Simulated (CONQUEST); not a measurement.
Cu in CONQUEST: convergence with smearing width

Crystal: Cu.

```xyz
2
Lattice="2.5562 0.0000 0.0000 0.0000 2.5562 0.0000 0.0000 0.0000 3.6150" Properties=species:S:1:pos:R:3 pbc="T T T"
Cu   -0.0233   -0.0153   -0.0306
Cu    1.3221    1.2722    1.8151
```

The cell isn't the ideal one: atoms moved at random.

| Item | Value |
| --- | --- |
| Program | CONQUEST 1.3 |
| Task | convergence study |
| Functional | PBE |
| Potentials or basis | PseudoDojo NC PBE, SZP, grid cutoff 150 Ha |
| k mesh | 9 × 9 × 6 |
| Occupations | fermi-dirac, width 0.4 eV |
| Spin | no spin polarisation |

These are the settings of the first run; the series varies smearing width, with any setting tied to it.

Hardware: 1 thread of AMD EPYC 9B14 (Zen 4) (shared host).

```
smearing width  energy less the tightest run, at zero smearing (meV/atom)  pressure (GPa)  largest force (eV/Å)  SCF cycles  CPU time (s)  peak memory (GiB)
        0.4 eV                                                      12.29            3.47                 0.395           7            39               0.44
        0.3 eV                                                       1.19            3.09                 0.394           7            39               0.44
        0.2 eV                                                      -1.83            2.94                 0.393           7            39               0.45
        0.1 eV                                                      -0.24            2.87                 0.390           7            39               0.44
       0.05 eV                                                       0.22            2.85                 0.387           7            39               0.44
      0.025 eV                                                       0.05            2.86                 0.380           7            39               0.44
       0.01 eV                                                      -0.02            2.88                 0.374           7            39               0.45
      0.005 eV                                                       0.00            2.88                 0.374           7            39               0.44
```

Against the tightest run, the energy stays within 1 meV/atom from 0.1 eV on; the pressure stays within 0.1 GPa from 0.2 eV on; the largest force stays within 0.005 eV/Å from 0.01 eV on. Narrower smearing needs a denser k mesh, so at a fixed mesh the narrowest width isn't the most accurate. The tightest run that finished is the yardstick and may itself not be fully converged.

Caveat, for the tightest run too: the atomic basis is small; the basis of atomic orbitals isn't converged, which shifts pressures, moduli and gaps.
